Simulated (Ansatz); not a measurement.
**Si: stress in a strained cell**

Si is deformed so: equal xy, yz and zx engineering shear strains of -3 %. What stress and forces result, by LAPW, PAW and all-electron datasets made for the crystal?

Method: DFT PBE, scalar-relativistic, in Ansatz 0.2.0.

### Step 1. The structure to begin with

Symmetry: Imma, No. 74, orthorhombic system. Conventional cell: a = 4.502 Å, b = 4.737 Å, c = 2.550 Å, α = 90.00°, β = 90.00°, γ = 90.00°. Si (site symmetry mm2) is surrounded by 8 Si at 2.39 to 2.74 Å.

As a file:

```cif
data_structure
_symmetry_space_group_name_H-M 'P 1'
_symmetry_Int_Tables_number 1
_cell_length_a 3.5075
_cell_length_b 3.5075
_cell_length_c 3.5075
_cell_angle_alpha 100.152
_cell_angle_beta 95.050
_cell_angle_gamma 137.368
_cell_volume 27.19
loop_
_atom_site_label
_atom_site_type_symbol
_atom_site_fract_x
_atom_site_fract_y
_atom_site_fract_z
_atom_site_occupancy
Si1 Si 0.80700 0.55700 0.25000 1
Si2 Si 0.19300 0.44300 0.75000 1
```

Atoms are numbered in the order of the input: Si1, Si2.

### Step 2. The deformed structure

Space group Imma before, P-1 after.

### Step 3. Full-potential LAPW

File input.yaml:

```yaml
crystal:
  lattice:
    - [-2.3056525, 2.38314, 1.2732375]
    - [2.2674025, -2.42139, 1.2767625]
    - [2.2345975, 2.35386, -1.3442925]
  atoms:
    - { symbol: Si, position: [0.807, 0.557, 0.25] }
    - { symbol: Si, position: [0.193, 0.443, 0.75] }
kpoints:
  mp_grid: { grid: [16, 16, 16] }
  band_path:
    path:
      - [0.0, 0.0, 0.0]
      - [-0.5, 0.5, 0.0]
      - [0.0, 0.0, -0.5]
      - [0.0, 0.0, 0.0]
      - [0.0, -0.5, 0.5]
      - [-0.5, 0.0, 0.0]
      - [0.0, 0.0, 0.0]
      - [0.0, -0.5, 0.0]
      - [-0.5, 0.0, 0.5]
    npoints: 5
scf:
  occupations: { method: fermi_dirac, width: 0.05 }
hamiltonian:
  xc: pbe
  pseudopotentials: { kind: all_electron, lapw: { basis_error: 0.0005 } }
output:
  forces: true
  stress: true
  eigenvalues: true
```

On the command line:

```console
ansatz run input.yaml --threads 1 --pin off --max-ram 3072MiB --backend cpu --events-out ev --progress --plain --runs-dir out
```

### Step 4. PAW on the default files

File input.yaml:

```yaml
crystal:
  lattice:
    - [-2.3056525, 2.38314, 1.2732375]
    - [2.2674025, -2.42139, 1.2767625]
    - [2.2345975, 2.35386, -1.3442925]
  atoms:
    - { symbol: Si, position: [0.807, 0.557, 0.25] }
    - { symbol: Si, position: [0.193, 0.443, 0.75] }
kpoints:
  mp_grid: { grid: [16, 16, 16] }
scf:
  occupations: { method: fermi_dirac, width: 0.05 }
hamiltonian:
  xc: pbe
  pseudopotentials: { kind: paw }
output:
  forces: true
  stress: true
  eigenvalues: true
  efg: { contact_densities: true }
  write_density: true
  write_potential: true
  elf: true
  volumetric_format: npy
```

### Step 5. Datasets made for this crystal

Edit input.yaml of step 4 so:

```diff
@@ -14,3 +14,3 @@
   xc: pbe
-  pseudopotentials: { kind: paw }
+  pseudopotentials: { kind: all_electron, datasets: crystal }
 output:
@@ -20,5 +20 @@
   efg: { contact_densities: true }
-  write_density: true
-  write_potential: true
-  elf: true
-  volumetric_format: npy
```

(Steps that only read results are left out.)

Before running it: what results should come out? Wanted: pressure; largest shear or deviatoric stress.

**Answer**, as computed:

| quantity | value |
| --- | --- |
| pressure | LAPW 15.79, PAW 15.81, crystal datasets 15.79 GPa |
| largest shear or deviatoric stress (LAPW) | 2.59 GPa |

In words: The largest part of the stress beyond the pressure is 2.59 GPa in size, in the xy component; the atoms are carried along and not relaxed. No run of the undeformed cell stands beside it, so the pressure holds what the given cell had before the change. PAW: stress within 0.03 GPa of LAPW, forces within 1 meV/Å. Crystal datasets: stress within 0.01 GPa of LAPW, forces within 1 meV/Å.
